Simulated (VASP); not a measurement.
# RbBr (Fm-3m) in VASP: further runs, part 2 of 2

VASP 6.6.1. Earlier steps stand in the parts before.

## (5) Single point, r2SCAN

INCAR reads:

```
PREC     = Accurate       # precision mode
ENCUT    = 500            # plane-wave cutoff, eV
EDIFF    = 1E-6           # SCF threshold, eV
ISMEAR   = 0              # smearing method
SIGMA    = 0.05           # smearing width, eV
LREAL    = False          # projectors in reciprocal space
LASPH    = True           # aspherical terms in the spheres
NELM     = 100            # most SCF steps
ALGO     = Normal         # electronic algorithm
ISIF     = 2              # what is computed and relaxed
LWAVE    = False          # write WAVECAR
LCHARG   = False          # write CHGCAR
METAGGA  = R2SCAN         # meta-GGA
LMIXTAU  = True         
NBANDS   = 15             # bands
ADDGRID  = False
```

KPOINTS reads:

```
Automatic mesh
0
Gamma
  5 5 5
```

POSCAR reads:

```
RbBr
1.0
    0.0000000000      3.4270000000      3.4270000000
    3.4270000000      0.0000000000      3.4270000000
    3.4270000000      3.4270000000      0.0000000000
Rb Br
1 1
Direct
   -0.0027730000      0.0260310000     -0.0127250000
    0.5081730000      0.5251300000      0.4723360000
```

Potentials or basis: VASP PAW PBE potentials, release 64 (Rb_sv, Br).

Run with:

```
$ cat potpaw_PBE.64/Rb_sv/POTCAR potpaw_PBE.64/Br/POTCAR > POTCAR
$ mpirun -np 1 vasp_std > vasp.out
```

OUTCAR:

```text
PREC = Accurate
   ENCUT = 500
   EDIFF = 1E-6
   ISMEAR = 0
   LREAL = False
   LASPH = True
   NELM = 100
   ISIF = 2
   METAGGA = R2SCAN

 Found     63 irreducible k-points:

 Following reciprocal coordinates:
            Coordinates               Weight
  0.000000  0.000000  0.000000      1.000000
  0.200000  0.000000  0.000000      2.000000
  0.000000  0.200000  0.000000      2.000000
  0.000000  0.000000  0.200000      2.000000
  0.200000  0.200000  0.200000      2.000000
  0.400000  0.000000  0.000000      2.000000
   k-points           NKPTS =     63   k-points in BZ     NKDIM =     63   number of bands    NBANDS=     15
   number of dos      NEDOS =    301   number of ions     NIONS =      2
   total plane-waves  NPLWV =  46656
   dimension x,y,z NGX =    36 NGY =   36 NGZ =   36
   dimension x,y,z NGXF=    72 NGYF=   72 NGZF=   72
   ions per type =               1   1
   NGX,Y,Z   is equivalent  to a cutoff of  12.35, 12.35, 12.35 a.u.
   NGXF,Y,Z  is equivalent  to a cutoff of  24.70, 24.70, 24.70 a.u.
 SYSTEM =  unknown system
   PREC   = accura    normal or accurate (medium, high low for compatibility)
   ISTART =      0    job   : 0-new  1-cont  2-samecut
   ICHARG =      2    charge: 1-file 2-atom 10-const
   ISPIN  =      1    spin polarized calculation?
   LNONCOLLINEAR =      F non collinear calculations
   LSORBIT =      F    spin-orbit coupling
   LASPH  =      T    aspherical Exc in radial PAW
   ENCUT  =  500.0 eV  36.75 Ry    6.06 a.u.   8.84  8.84  8.84*2*pi/ulx,y,z
   NELM   =    100;   NELMIN=  2; NELMDL= -5     # of ELM steps
   EDIFF  = 0.1E-05   stopping-criterion for ELM
   LREAL  =      F    real-space projection
   EDIFFG = 0.1E-04   stopping-criterion for IOM
   NSW    =      0    number of steps for IOM
   IBRION =     -1    ionic relax: 0-MD 1-quasi-New 2-CG
   NFREE  =      0    steps in history (QN), initial steepest desc. (CG)
   ISIF   =      2    stress and relaxation
   ISYM   =      2    0-nonsym 1-usesym 2-fastsym
   POTIM  = 0.5000    time-step for ionic-motion
   TEBEG  =    0.0;   TEEND  =   0.0 temperature during run
   PSTRESS=    0.0 pullay stress
   NELECT =      16.0000    total number of electrons
   NUPDOWN=      -1.0000    fix difference up-down
   EMIN   =  10.00;   EMAX   =-10.00  energy-range for DOS
   EFERMI =   0.00;   METHOD = LEGACY
   ISMEAR =     0;   SIGMA  =   0.05  broadening in eV -4-tet -1-fermi 0-gaus
   EFERMI_NEDOS =   21; number of points for ismear=-14 and -15
   IALGO  =     38    algorithm
   IMIX   =      4    mixing-type and parameters
     AMIX     =   0.40;   BMIX     =  1.00
     AMIX_MAG =   1.60;   BMIX_MAG =  1.00
  volume/ion in A,a.u.               =      40.25       271.61
  Fermi-wavevector in a.u.,A,eV,Ry     =   0.955412  1.805467 12.419564  0.912812
  Thomas-Fermi vector in A             =   2.084247
   LORBIT       =      0    0 simple, 1 ext, 2 COOP (PROOUT), +10 PAW based schemes
   METAGGA = R2SCAN    functional components
   LHFCALC =     F    Hartree Fock is set to
   AEXX    =    0.0000 exact exchange contribution
   IVDW    =     0    specifies the selected vdW correction
   LEPSILON=     F    determine dielectric tensor
   LRPA    =     F    only Hartree local field effects (RPA)
 non-spin polarized calculation
 Gauss-broadening in eV      SIGMA  =   0.05
  energy-cutoff  :      500.00
  volume of cell :       80.50
 maximum number of plane-waves:      2085
   NGX = 17   NGY = 17   NGZ = 17

 number of electron      16.0000000 magnetization

 Free energy of the ion-electron system (eV)
  ---------------------------------------------------
  ext. energy  EPLUGINS =         0.00000000
  ---------------------------------------------------
  free energy    TOTEN  =       -31.14862442 eV

  energy without entropy =      -31.14862442  energy(sigma->0) =      -31.14862442

 E-fermi :  -1.8322     XC(G=0):  -7.6312

 val. band max:       -2.1601096915   @ k =   0.0000   0.0000   0.0000
 cond. band min:       2.8105979951   @ k =   0.0000   0.0000   0.0000
 fundamental gap:      4.9707076866
 Fermi energy:        -1.8321841797

 k-point     1 :       0.0000    0.0000    0.0000
  band No.  band energies     occupation
      1     -27.3124      2.00000
      2     -14.7731      2.00000
      3     -10.8422      2.00000
      4     -10.8419      2.00000
      5     -10.8416      2.00000
      6      -2.1606      2.00000
      7      -2.1603      2.00000
      8      -2.1601      2.00000
      9       2.8106      0.00000
     10       5.7218      0.00000
     11       5.7255      0.00000
     12       5.7294      0.00000
     13       6.7946      0.00000
     14       6.7985      0.00000
     15       9.1765      0.00000

 k-point     2 :       0.2000    0.0000    0.0000
  band No.  band energies     occupation
      1     -27.3090      2.00000
      2     -14.7878      2.00000
      3     -10.8448      2.00000
      4     -10.8443      2.00000
      5     -10.8224      2.00000
      6      -2.5517      2.00000
      7      -2.2865      2.00000
      8      -2.2860      2.00000
      9       3.6804      0.00000
     10       5.5099      0.00000
     11       6.2083      0.00000
     12       6.2131      0.00000
     13       7.3892      0.00000
     14       7.3923      0.00000
     15      10.6480      0.00000

 k-point     3 :       0.0000    0.2000    0.0000
  band No.  band energies     occupation
      1     -27.3090      2.00000
      2     -14.7880      2.00000
      3     -10.8453      2.00000
      4     -10.8442      2.00000
      5     -10.8219      2.00000
      6      -2.5518      2.00000
      7      -2.2864      2.00000
      8      -2.2852      2.00000
      9       3.6804      0.00000
     10       5.5053      0.00000
     11       6.2083      0.00000
     12       6.2123      0.00000
     13       7.3898      0.00000
     14       7.3972      0.00000
     15      10.6484      0.00000

 k-point     4 :       0.0000    0.0000    0.2000
  band No.  band energies     occupation
      1     -27.3090      2.00000
      2     -14.7877      2.00000
      3     -10.8446      2.00000
      4     -10.8442      2.00000
      5     -10.8229      2.00000
      6      -2.5516      2.00000
      7      -2.2867      2.00000
      8      -2.2865      2.00000
      9       3.6803      0.00000
     10       5.5140      0.00000
     11       6.2099      0.00000
     12       6.2123      0.00000
     13       7.3869      0.00000
     14       7.3898      0.00000
     15      10.6478      0.00000

 k-point     5 :       0.2000    0.2000    0.2000
  band No.  band energies     occupation
      1     -27.3090      2.00000
      2     -14.7879      2.00000
      3     -10.8453      2.00000
      4     -10.8442      2.00000
      5     -10.8220      2.00000
      6      -2.5518      2.00000
      7      -2.2864      2.00000
      8      -2.2853      2.00000
      9       3.6804      0.00000
     10       5.5062      0.00000
     11       6.2082      0.00000
     12       6.2125      0.00000
     13       7.3897      0.00000
     14       7.3963      0.00000
     15      10.6483      0.00000

 k-point     6 :       0.4000    0.0000    0.0000
  band No.  band energies     occupation
      1     -27.3035      2.00000
      2     -14.8114      2.00000
      3     -10.8481      2.00000
      4     -10.8478      2.00000
      5     -10.7928      2.00000
      6      -3.0541      2.00000
      7      -2.4764      2.00000
      8      -2.4758      2.00000
      9       4.9582      0.00000
     10       5.9141      0.00000
     11       7.5097      0.00000
     12       7.5145      0.00000
     13       8.6363      0.00000
     14       8.6422      0.00000
     15       9.8758      0.00000

 [... further k-points ...]

------------------------ aborting loop because EDIFF is reached ----------------------------------------

  FORCE on cell =-STRESS in cart. coord.  units (eV):
  Direction    XX          YY          ZZ          XY          YZ          ZX
  --------------------------------------------------------------------------------------
  -------------------------------------------------------------------------------------
  Total        0.2736580      0.2454005      0.2555657     -0.0019607      0.0013202      0.0048989
  in kB        5.4468622      4.8844283      5.0867553     -0.0390262      0.0262773      0.0975074
  external PRESSURE =       5.1393486 kB  Pullay stress =       0.0000000 kB

 VOLUME and BASIS-vectors are now :
 -----------------------------------------------------------------------------
  energy-cutoff  :      500.00
  volume of cell :       80.50
      direct lattice vectors                 reciprocal lattice vectors
     0.000000000  3.427000000  3.427000000    -0.145900204  0.145900204  0.145900204
     3.427000000  0.000000000  3.427000000     0.145900204 -0.145900204  0.145900204
     3.427000000  3.427000000  0.000000000     0.145900204  0.145900204 -0.145900204

 POSITION                                       TOTAL-FORCE (eV/Angst)
 -----------------------------------------------------------------------------------
      3.47260      6.80089      3.50671        -0.074983     -0.018607      0.047085
      3.41832      3.36020      3.54113         0.074983      0.018607     -0.047085
 -----------------------------------------------------------------------------------
    total drift:                               -0.000157      0.000040      0.000022

  FREE ENERGIE OF THE ION-ELECTRON SYSTEM (eV)
  ---------------------------------------------------
  free  energy   TOTEN  =       -31.1486244190 eV

  energy  without entropy=      -31.1486244190  energy(sigma->0) =      -31.14862442
```

It took 5.1 min on 1 thread of Intel Xeon Platinum 8375C at 2.90GHz (Ice Lake), shared host; peak memory 0.27 GiB.

The run converged, but some of its settings lie outside the range that counts as converged, so its numbers aren't taken as properties of the crystal.

What came out:

| Quantity | Value |
| --- | --- |
| Free energy | -31.1486 eV |
| Pressure | 0.5 GPa |
| Largest force | 0.090 eV/Å |
| Band gap on the k mesh | 4.97 eV, direct |

Caveat: the PAW data sets were made with another functional, which shifts forces and pressure a little.

## (6) Single point, r2SCAN

Edit INCAR of step 5 so:

```diff
@@ -1,3 +1,3 @@
 PREC     = Accurate       # precision mode
-ENCUT    = 500            # plane-wave cutoff, eV
+ENCUT    = 350            # plane-wave cutoff, eV
 EDIFF    = 1E-6           # SCF threshold, eV
```

KPOINTS reads:

```
Automatic mesh
0
Gamma
  6 6 6
```

POSCAR reads:

```
RbBr
1.0
    0.0000000000      3.4270000000      3.4270000000
    3.4270000000      0.0000000000      3.4270000000
    3.4270000000      3.4270000000      0.0000000000
Rb Br
1 1
Direct
    0.0000000000      0.0000000000      0.0000000000
    0.5000000000      0.5000000000      0.5000000000
```

Potentials or basis: VASP PAW PBE potentials, release 64 (Rb_sv, Br).

Run with:

```
$ cat potpaw_PBE.64/Rb_sv/POTCAR potpaw_PBE.64/Br/POTCAR > POTCAR
$ mpirun -np 1 vasp_std > vasp.out
```

Run time: 63 s. Hardware: 1 thread of Intel Xeon Platinum 8375C at 2.90GHz (Ice Lake), shared host; peak memory 0.17 GiB.

These settings aren't checked as converged: the numbers below hold their error.

Results:

```
Free energy            : -31.1506 eV
Pressure               : 0.5 GPa
Band gap on the k mesh : 4.97 eV, direct
```

Caveat: the PAW data sets were made with another functional, which shifts forces and pressure a little.

## (7) The reference run

An earlier run on the cell as given: functional PBE; potentials or basis VASP PAW PBE potentials, release 64 (Rb_sv, Br); cutoff 520 eV; k mesh 7 × 7 × 7; occupations fermi-dirac, width 0.05 eV; no spin polarisation.

* Pressure: 1.0 GPa
* Band gap on the k mesh: 4.36 eV, direct
